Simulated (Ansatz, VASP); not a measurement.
## One calculation of Na, two programs

Contents of INCAR:

```
PREC = Accurate
ENCUT = 520
EDIFF = 1E-6
ISMEAR = -1
SIGMA = 0.05
LREAL = F
LASPH = T
NELM = 100
ALGO = Normal
ISIF = 2
LWAVE = F
LCHARG = F
GGA = PE
NBANDS = 14
```

File KPOINTS:

```
Automatic mesh
0
Gamma
  13 13 7
```

POSCAR

```
Na
1.0
    3.7670009976      0.0000000000      0.0000000000
   -1.8835004988      3.2623185600      0.0000000000
    0.0000000000      0.0000000000      6.2155400000
Na
2
Direct
    0.3333333333      0.6666666667      0.2500000000
    0.6666666667      0.3333333333      0.7500000000
```

Input for Ansatz:

```yaml
crystal:
  lattice:
    - [3.7670009976, 0.0, 0.0]
    - [-1.8835004988, 3.26231856, 0.0]
    - [0.0, 0.0, 6.21554]
  atoms:
    - { symbol: Na, position: [0.3333333333, 0.6666666667, 0.25] }
    - { symbol: Na, position: [0.6666666667, 0.3333333333, 0.75] }
kpoints:
  mp_grid: { grid: [13, 13, 7] }
  band_path:
    path:
      - [0.0, 0.0, 0.0]
      - [0.5, 0.0, 0.0]
      - [0.3333333333, 0.3333333333, 0.0]
      - [0.0, 0.0, 0.0]
      - [0.0, 0.0, 0.5]
      - [0.5, 0.0, 0.5]
      - [0.3333333333, 0.3333333333, 0.5]
      - [0.0, 0.0, 0.5]
      - [0.5, 0.0, 0.5]
    npoints: 5
scf:
  occupations: { method: fermi_dirac, width: 0.05 }
hamiltonian:
  xc: pbe
  pseudopotentials: { kind: all_electron, lapw: { basis_error: 0.00025 } }
output:
  forces: true
  stress: true
  eigenvalues: true
```

Change from the starting cell: zz strain of +1 %.

Alike in both runs: task single point; functional PBE; k mesh 13 × 13 × 7; occupations fermi-dirac, width 0.05 eV; no spin polarisation.

```csv
,VASP,Ansatz
version,VASP 6.6.1,Ansatz 0.2.0
potentials or method,"VASP PAW PBE potentials, release 64 (Na_pv)","all-electron LAPW, scalar-relativistic"
plane-wave cutoff (eV),520,see its input
```

|  | VASP | Ansatz | Ansatz less VASP |
| --- | --- | --- | --- |
| pressure (GPa) | -0.2 | -0.2 | 0.00 |

Ansatz ran all-electron here, so the differences hold the error of VASP's frozen core and of both bases.
